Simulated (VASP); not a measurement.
# Rb (I4/mmm) in VASP: a series of runs

One crystal, Rb, is run at these levels: BLYP, PBE; tasks: single point.

Program: VASP 6.6.1. These are calculated values, not measurements. Logs are shortened: lines on timing, memory, paths and dates and some standing lists are left out, and cuts for length are marked.

## 1. The crystal as given

Symmetry: I4/mmm, No. 139, tetragonal system. The conventional cell has a = 5.909 Å, b = 5.909 Å, c = 5.462 Å, α = 90.00°, β = 90.00°, γ = 90.00°.

This isn't the form of Rb at room conditions, which is bcc.

## 2. Single point, BLYP

File INCAR:

```
SYSTEM = Rb
AGGAC    = 1.0          
AGGAX    = 1.0          
ALDAC    = 0.0          
ALDAX    = 1.0          
ALGO     = Fast           ! electronic algorithm
EDIFF    = 1E-7           ! SCF threshold, eV
ENCUT    = 520            ! plane-wave cutoff, eV
GGA      = B5             ! functional
ISIF     = 2              ! what is computed and relaxed
ISMEAR   = 0              ! smearing method
LASPH    = .TRUE.         ! aspherical terms in the spheres
LCHARG   = .FALSE.        ! write CHGCAR
LREAL    = .FALSE.        ! projectors in reciprocal space
LWAVE    = .FALSE.        ! write WAVECAR
NBANDS   = 10             ! bands
NELM     = 80             ! most SCF steps
PREC     = Accurate       ! precision mode
SIGMA    = 0.025          ! smearing width, eV
```

File KPOINTS:

```
k-points
0
G
  7 7 7
  0 0 0
```

File POSCAR:

```
Rb
1.0
   -2.9545118615      2.9545118615      2.7308451955
    2.9545118615     -2.9545118615      2.7308451955
    2.9545118615      2.9545118615     -2.7308451955
Rb
1
Direct
    0.0000000000      0.0000000000      0.0000000000
```

Potentials or basis: VASP PAW PBE potentials, release 64 (Rb_sv).

Launch:

```console
$ cat potpaw_PBE.64/Rb_sv/POTCAR > POTCAR
$ mpirun -np 1 vasp_std > vasp.out
```

OUTCAR:

```text
SYSTEM = Rb
   EDIFF = 1E-7
   ENCUT = 520
   GGA = B5
   ISIF = 2
   ISMEAR = 0
   LASPH = .TRUE.
   LREAL = .FALSE.
   NELM = 80
   PREC = Accurate

 ion  position               nearest neighbor table
   1  0.000  0.000  0.000-

  LATTYP: Found a body centered tetragonal cell.
 ALAT       =     5.9090237230
 C/A-ratio  =     0.9242965754

  Lattice vectors:

 A1 = (  -2.9545118615,   2.9545118615,   2.7308451955)
 A2 = (   2.9545118615,  -2.9545118615,   2.7308451955)
 A3 = (   2.9545118615,   2.9545118615,  -2.7308451955)

Analysis of symmetry for initial positions (statically):
=====================================================================
 Subroutine PRICEL returns:
 Original cell was already a primitive cell.

 Routine SETGRP: Setting up the symmetry group for a
 body centered tetragonal supercell.

 Subroutine GETGRP returns: Found 16 space group operations
 (whereof 16 operations were pure point group operations)
 out of a pool of 16 trial point group operations.

The static configuration has the point symmetry D_4h.

Analysis of symmetry for dynamics (positions and initial velocities):
=====================================================================
 Subroutine PRICEL returns:
 Original cell was already a primitive cell.

 Routine SETGRP: Setting up the symmetry group for a
 body centered tetragonal supercell.

 Subroutine GETGRP returns: Found 16 space group operations
 (whereof 16 operations were pure point group operations)
 out of a pool of 16 trial point group operations.

The dynamic configuration has the point symmetry D_4h.

 Subroutine INISYM returns: Found 16 space group operations
 (whereof 16 operations are pure point group operations),
 and found     1 'primitive' translations

----------------------------------------------------------------------------------------

                                     Primitive cell

  volume of cell :      95.3517

  direct lattice vectors                    reciprocal lattice vectors
    -2.954511861  2.954511861  2.730845196     0.000000000  0.169232693  0.183093498
     2.954511861 -2.954511861  2.730845196     0.169232693  0.000000000  0.183093498
     2.954511861  2.954511861 -2.730845196     0.169232693  0.169232693  0.000000000

  length of vectors
     4.991572514  4.991572514  4.991572514     0.249324956  0.249324956  0.239331170

  position of ions in fractional coordinates (direct lattice)
     0.000000000  0.000000000  0.000000000

  ion indices of the primitive-cell ions
   primitive index   ion index
                 1           1

[... 79 lines left out ...]
   POTIM  = 0.5000    time-step for ionic-motion
   TEBEG  =    0.0;   TEEND  =   0.0 temperature during run
   PSTRESS=    0.0 pullay stress
   NELECT =       9.0000    total number of electrons
   NUPDOWN=      -1.0000    fix difference up-down
   EMIN   =  10.00;   EMAX   =-10.00  energy-range for DOS
   EFERMI =   0.00;   METHOD = LEGACY
   ISMEAR =     0;   SIGMA  =   0.03  broadening in eV -4-tet -1-fermi 0-gaus
   EFERMI_NEDOS =   21; number of points for ismear=-14 and -15
   IALGO  =     68    algorithm
   IMIX   =      4    mixing-type and parameters
     AMIX     =   0.40;   BMIX     =  1.00
     AMIX_MAG =   1.60;   BMIX_MAG =  1.00
  volume/ion in A,a.u.               =      95.35       643.47
  Fermi-wavevector in a.u.,A,eV,Ry     =   0.745383  1.408570  7.559340  0.555596
  Thomas-Fermi vector in A             =   1.840957
   LORBIT       =      0    0 simple, 1 ext, 2 COOP (PROOUT), +10 PAW based schemes
   GGA     = B5    functional components
   LHFCALC =     F    Hartree Fock is set to
   AEXX    =    0.0000 exact exchange contribution
   IVDW    =     0    specifies the selected vdW correction
   LEPSILON=     F    determine dielectric tensor
   LRPA    =     F    only Hartree local field effects (RPA)
 non-spin polarized calculation
 RMM-DIIS sequential band-by-band and
 Gauss-broadening in eV      SIGMA  =   0.03
  energy-cutoff  :      520.00
  volume of cell :       95.35
 maximum number of plane-waves:      2584
 NGX is ok and might be reduce to    40
   NGX = 19   NGY = 19   NGZ = 19

 number of electron       9.0000000 magnetization

 Free energy of the ion-electron system (eV)
  ---------------------------------------------------
  ext. energy  EPLUGINS =         0.00000000
  ---------------------------------------------------
  free energy    TOTEN  =        -0.60652870 eV

  energy without entropy =       -0.60622237  energy(sigma->0) =       -0.60637553

 E-fermi :   0.3257     XC(G=0):  -4.9566

 val. band max:        0.2847187768   @ k =  -0.2857  -0.2857   0.2857
 cond. band min:       0.3341148166   @ k =  -0.4286   0.4286   0.1429
 fundamental gap:      0.0493960398
 Fermi energy:         0.3257330272

 k-point     1 :       0.0000    0.0000    0.0000
  band No.  band energies     occupation
      1     -28.7037      2.00000
      2     -12.8037      2.00000
      3     -12.8037      2.00000
      4     -12.8019      2.00000
      5      -1.5766      2.00000
      6       3.5151      0.00000
      7       3.8911      0.00000
      8       3.8911      0.00000
      9       4.4023      0.00000
     10       4.9255      0.00000
[... 287 lines left out ...]
 k-point    24 :      -0.4286    0.4286    0.1429
  band No.  band energies     occupation
      1     -28.7001      2.00000
      2     -12.8783      2.00000
      3     -12.8297      2.00000
      4     -12.8137      2.00000
      5       0.3341      0.63540
      6       1.4767      0.00000
      7       3.2381      0.00000
      8       3.5071      0.00000
      9       4.6066      0.00000
     10       5.6166      0.00000

 [... further k-points ...]

------------------------ aborting loop because EDIFF is reached ----------------------------------------

  FORCE on cell =-STRESS in cart. coord.  units (eV):
  Direction    XX          YY          ZZ          XY          YZ          ZX
  --------------------------------------------------------------------------------------
  -------------------------------------------------------------------------------------
  Total        0.0044519      0.0044519     -0.0280241      0.0000000     -0.0000000      0.0000000
  in kB        0.0748038      0.0748038     -0.4708837      0.0000000     -0.0000000      0.0000000
  external PRESSURE =      -0.1070921 kB  Pullay stress =       0.0000000 kB

 VOLUME and BASIS-vectors are now :
 -----------------------------------------------------------------------------
  energy-cutoff  :      520.00
  volume of cell :       95.35
      direct lattice vectors                 reciprocal lattice vectors
    -2.954511861  2.954511861  2.730845196     0.000000000  0.169232693  0.183093498
     2.954511861 -2.954511861  2.730845196     0.169232693  0.000000000  0.183093498
     2.954511861  2.954511861 -2.730845196     0.169232693  0.169232693  0.000000000

 POSITION                                       TOTAL-FORCE (eV/Angst)
 -----------------------------------------------------------------------------------
      0.00000      0.00000      0.00000        -0.000000      0.000000     -0.000000
 -----------------------------------------------------------------------------------
    total drift:                               -0.000000      0.000000     -0.000000

  FREE ENERGIE OF THE ION-ELECTRON SYSTEM (eV)
  ---------------------------------------------------
  free  energy   TOTEN  =        -0.6065287009 eV

  energy  without entropy=       -0.6062223670  energy(sigma->0) =       -0.60637553
```

OSZICAR:

```text
N       E                     dE             d eps       ncg     rms          rms(c)
DAV:   1     0.441737690740E+02    0.44174E+02   -0.32494E+03   800   0.655E+02
DAV:   2     0.245255443804E+01   -0.41721E+02   -0.41055E+02   892   0.125E+02
DAV:   3    -0.469896589435E+00   -0.29225E+01   -0.29040E+01  1044   0.333E+01
DAV:   4    -0.605747644768E+00   -0.13585E+00   -0.13578E+00  1166   0.641E+00
DAV:   5    -0.608247146811E+00   -0.24995E-02   -0.24994E-02  1064   0.747E-01    0.683E-01
RMM:   6    -0.606652696213E+00    0.15945E-02   -0.20916E-03   928   0.288E-01    0.410E-01
RMM:   7    -0.606303474536E+00    0.34922E-03   -0.38171E-03   951   0.388E-01    0.535E-02
RMM:   8    -0.606476818707E+00   -0.17334E-03   -0.50945E-04  1041   0.133E-01    0.118E-02
RMM:   9    -0.606499896543E+00   -0.23078E-04   -0.65236E-05  1240   0.481E-02    0.839E-03
RMM:  10    -0.606524820898E+00   -0.24924E-04   -0.71506E-05  1103   0.354E-02    0.214E-03
RMM:  11    -0.606527314068E+00   -0.24932E-05   -0.14328E-05  1340   0.154E-02    0.121E-03
RMM:  12    -0.606528348807E+00   -0.10347E-05   -0.59716E-06  1263   0.937E-03    0.514E-04
RMM:  13    -0.606528565290E+00   -0.21648E-06   -0.27730E-06  1230   0.510E-03    0.234E-04
RMM:  14    -0.606528677417E+00   -0.11213E-06   -0.80016E-07  1200   0.299E-03    0.147E-04
RMM:  15    -0.606528700860E+00   -0.23443E-07   -0.23308E-07  1055   0.180E-03
   1 F= -.60652870E+00 E0= -.60637553E+00  d E =-.306334E-03
```

stdout:

```text
POSCAR found type information on POSCAR Rb
 POSCAR found :  1 types and       1 ions
 scaLAPACK will be used
 -----------------------------------------------------------------------------
|                                                                             |
|                                                                             |
|     You enforced a specific xc type in the INCAR file but a different       |
|     I HOPE YOU KNOW WHAT YOU ARE DOING!                                     |
|                                                                             |
 -----------------------------------------------------------------------------

 LDA part: xc-table for (Slater(with rela. corr.)+VWN5), standard interpolation
 POSCAR, INCAR and KPOINTS ok, starting setup
 FFT: planning ... GRIDC
 FFT: planning ... GRID_SOFT
 FFT: planning ... GRID
 WAVECAR not read
 entering main loop
```

Run time: 60 s. Hardware: 1 thread of Intel Xeon Platinum 8488C (Sapphire Rapids), shared host; peak memory 0.23 GiB.

What came out:

* Free energy: -0.6065 eV
* Pressure: 0.0 GPa
* Band gap on the k mesh: none (metal or under the smearing width)

Levels at points of the mesh, in eV from the Fermi level:
```tsv
k point	band 1	band 2	band 3	band 4	band 5	band 6	band 7	band 8	band 9	band 10
(0.00, 0.00, 0.00)	-29.03	-13.13	-13.13	-13.13	-1.90	3.19	3.57	3.57	4.08	4.60
```

Caveat: the PAW data sets were made with another functional, which shifts forces and pressure a little.

## 3. Single point, PBE (volume scaled by 0.94)

File INCAR:

```
SYSTEM = Rb
ALGO = Normal
EDIFF = 1E-7
ENCUT = 520
GGA = PE
ISIF = 2
ISMEAR = -1
LASPH = .True.
LCHARG = .True.
LELF = .True.
LREAL = .False.
LVHAR = .True.
LWAVE = .False.
NBANDS = 10
NELM = 80
PREC = Accurate
SIGMA = 0.05
```

File KPOINTS:

```
k-points
0
Gamma
  7 7 7
  0 0 0
```

File POSCAR:

```
Rb
1.0
   -2.8941987776      2.8941987776      2.6750980186
    2.8941987776     -2.8941987776      2.6750980186
    2.8941987776      2.8941987776     -2.6750980186
Rb
1
Direct
    0.0000000000      0.0000000000      0.0000000000
```

Potentials or basis: VASP PAW PBE potentials, release 64 (Rb_sv).

Launch:

```console
$ cat potpaw_PBE.64/Rb_sv/POTCAR > POTCAR
$ mpirun -np 1 vasp_std > vasp.out
```

OUTCAR:

```text
SYSTEM = Rb
   EDIFF = 1E-7
   ENCUT = 520
   GGA = PE
   ISIF = 2
   ISMEAR = -1
   LASPH = .True.
   LREAL = .False.
   NELM = 80
   PREC = Accurate

 ion  position               nearest neighbor table
   1  0.000  0.000  0.000-

  LATTYP: Found a body centered tetragonal cell.
 ALAT       =     5.7883975552
 C/A-ratio  =     0.9242965754

  Lattice vectors:

 A1 = (  -2.8941987776,   2.8941987776,   2.6750980186)
 A2 = (   2.8941987776,  -2.8941987776,   2.6750980186)
 A3 = (   2.8941987776,   2.8941987776,  -2.6750980186)

Analysis of symmetry for initial positions (statically):
=====================================================================
 Subroutine PRICEL returns:
 Original cell was already a primitive cell.

 Routine SETGRP: Setting up the symmetry group for a
 body centered tetragonal supercell.

 Subroutine GETGRP returns: Found 16 space group operations
 (whereof 16 operations were pure point group operations)
 out of a pool of 16 trial point group operations.

The static configuration has the point symmetry D_4h.

Analysis of symmetry for dynamics (positions and initial velocities):
=====================================================================
 Subroutine PRICEL returns:
 Original cell was already a primitive cell.

 Routine SETGRP: Setting up the symmetry group for a
 body centered tetragonal supercell.

 Subroutine GETGRP returns: Found 16 space group operations
 (whereof 16 operations were pure point group operations)
 out of a pool of 16 trial point group operations.

The dynamic configuration has the point symmetry D_4h.

 Subroutine INISYM returns: Found 16 space group operations
 (whereof 16 operations are pure point group operations),
 and found     1 'primitive' translations

----------------------------------------------------------------------------------------

                                     Primitive cell

  volume of cell :      89.6306

[... 109 lines left out ...]
  Thomas-Fermi vector in A             =   1.860040
   LORBIT       =      0    0 simple, 1 ext, 2 COOP (PROOUT), +10 PAW based schemes
   GGA     = PE    functional components
   LHFCALC =     F    Hartree Fock is set to
   AEXX    =    0.0000 exact exchange contribution
   IVDW    =     0    specifies the selected vdW correction
   LEPSILON=     F    determine dielectric tensor
   LRPA    =     F    only Hartree local field effects (RPA)
 non-spin polarized calculation
  energy-cutoff  :      520.00
  volume of cell :       89.63
 maximum number of plane-waves:      2428
   NGX = 19   NGY = 19   NGZ = 19

 number of electron       9.0000000 magnetization

 Free energy of the ion-electron system (eV)
  ---------------------------------------------------
  ext. energy  EPLUGINS =         0.00000000
  ---------------------------------------------------
  free energy    TOTEN  =        -0.94281547 eV

  energy without entropy =       -0.93599624  energy(sigma->0) =       -0.93940586

 E-fermi :   0.0438     XC(G=0):  -5.5026

 val. band max:       -0.0129322653   @ k =   0.4286   0.0000   0.0000
 cond. band min:       0.0523778450   @ k =  -0.4286   0.4286   0.1429
 fundamental gap:      0.0653101102
 Fermi energy:         0.0437572044

 k-point     1 :       0.0000    0.0000    0.0000
  band No.  band energies     occupation
      1     -28.8493      2.00000
      2     -12.8901      2.00000
      3     -12.8901      2.00000
      4     -12.8897      2.00000
      5      -1.9458      2.00000
      6       3.4790      0.00000
      7       3.8991      0.00000
      8       3.8991      0.00000
      9       4.3934      0.00000
     10       4.9657      0.00000
[... 287 lines left out ...]
 k-point    24 :      -0.4286    0.4286    0.1429
  band No.  band energies     occupation
      1     -28.8445      2.00000
      2     -12.9818      2.00000
      3     -12.9232      2.00000
      4     -12.9023      2.00000
      5       0.0524      0.91401
      6       1.1621      0.00000
      7       3.1186      0.00000
      8       3.4105      0.00000
      9       4.6495      0.00000
     10       5.7594      0.00000

 [... further k-points ...]

------------------------ aborting loop because EDIFF is reached ----------------------------------------

  FORCE on cell =-STRESS in cart. coord.  units (eV):
  Direction    XX          YY          ZZ          XY          YZ          ZX
  --------------------------------------------------------------------------------------
  -------------------------------------------------------------------------------------
  Total        0.0297589      0.0297589      0.0063611      0.0000000     -0.0000000      0.0000000
  in kB        0.5319500      0.5319500      0.1137059      0.0000000     -0.0000000      0.0000000
  external PRESSURE =       0.3925353 kB  Pullay stress =       0.0000000 kB

 VOLUME and BASIS-vectors are now :
 -----------------------------------------------------------------------------
  energy-cutoff  :      520.00
  volume of cell :       89.63
      direct lattice vectors                 reciprocal lattice vectors
    -2.894198778  2.894198778  2.675098019     0.000000000  0.172759385  0.186909039
     2.894198778 -2.894198778  2.675098019     0.172759385  0.000000000  0.186909039
     2.894198778  2.894198778 -2.675098019     0.172759385  0.172759385  0.000000000

 POSITION                                       TOTAL-FORCE (eV/Angst)
 -----------------------------------------------------------------------------------
      0.00000      0.00000      0.00000        -0.000000      0.000000     -0.000000
 -----------------------------------------------------------------------------------
    total drift:                               -0.000000      0.000000      0.000000

  FREE ENERGIE OF THE ION-ELECTRON SYSTEM (eV)
  ---------------------------------------------------
  free  energy   TOTEN  =        -0.9428154734 eV

  energy  without entropy=       -0.9359962403  energy(sigma->0) =       -0.93940586
```

OSZICAR:

```text
N       E                     dE             d eps       ncg     rms          rms(c)
DAV:   1     0.444128599417E+02    0.44413E+02   -0.33422E+03   800   0.659E+02
DAV:   2     0.225257719965E+01   -0.42160E+02   -0.40324E+02   892   0.126E+02
DAV:   3    -0.792665938296E+00   -0.30452E+01   -0.30339E+01  1080   0.339E+01
DAV:   4    -0.937708921818E+00   -0.14504E+00   -0.14459E+00  1098   0.635E+00
DAV:   5    -0.941374746738E+00   -0.36658E-02   -0.36653E-02  1092   0.894E-01    0.123E+00
DAV:   6    -0.941831669136E+00   -0.45692E-03   -0.21031E-03  1088   0.262E-01    0.746E-01
DAV:   7    -0.942693600589E+00   -0.86193E-03   -0.31872E-03   944   0.323E-01    0.470E-02
DAV:   8    -0.942802067273E+00   -0.10847E-03   -0.11955E-04   928   0.853E-02    0.178E-02
DAV:   9    -0.942815664051E+00   -0.13597E-04   -0.13897E-05  1006   0.286E-02    0.534E-03
DAV:  10    -0.942815417719E+00    0.24633E-06   -0.37939E-06  1112   0.109E-02    0.107E-03
DAV:  11    -0.942815473362E+00   -0.55642E-07   -0.14266E-07   838   0.235E-03
   1 F= -.94281547E+00 E0= -.93940586E+00  d E =-.681923E-02
```

stdout:

```text
POSCAR found type information on POSCAR Rb
 POSCAR found :  1 types and       1 ions
 scaLAPACK will be used
 LDA part: xc-table for (Slater+PW92), standard interpolation
 POSCAR, INCAR and KPOINTS ok, starting setup
 FFT: planning ... GRIDC
 FFT: planning ... GRID_SOFT
 FFT: planning ... GRID
 WAVECAR not read
 entering main loop
```

Wall time 13 s (1 thread of Intel Xeon Platinum 8559C (Emerald Rapids), shared host); peak memory 0.21 GiB.

What came out:

```
Free energy            : -0.9428 eV
Pressure               : 0.0 GPa
Band gap on the k mesh : none (metal or under the smearing width)
```

(Continued in part 2 of 3.)
